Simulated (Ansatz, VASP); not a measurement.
**CdTe: VASP beside Ansatz**

```
Cd Te
1.0
     0.00000    2.96705    2.96705
     2.96705    0.00000    2.96705
     2.96705    2.96705    0.00000
Cd Te
1 1
Direct
  0.50000 0.50000 0.50000
  0.00000 0.00000 0.00000
```

Alike in both runs: task single point; functional LDA; k mesh 6 × 6 × 6; occupations gaussian, width 0.05 eV; no spin polarisation.

|  | VASP | Ansatz |
| --- | --- | --- |
| version | VASP 6.6.1 | Ansatz 0.2.0 |
| potentials or method | VASP PAW LDA potentials, release 64 (Cd, Te) | scalar-relativistic, plane waves, PAW |
| plane-wave cutoff (eV) | 520 | 420 |
| valence electrons in the cell | 18 | 36 |

```csv
,VASP,Ansatz,Ansatz less VASP
gap on the k mesh at the Fermi level (eV),none,none,-
pressure (GPa),0.4,0.0,-0.39
```

A gap of «none» marks a metal or a gap that the smearing closes. The two sets of potentials don't hold the same shells in valence.

Spin-orbit coupling is left out, which matters for the levels of Te.
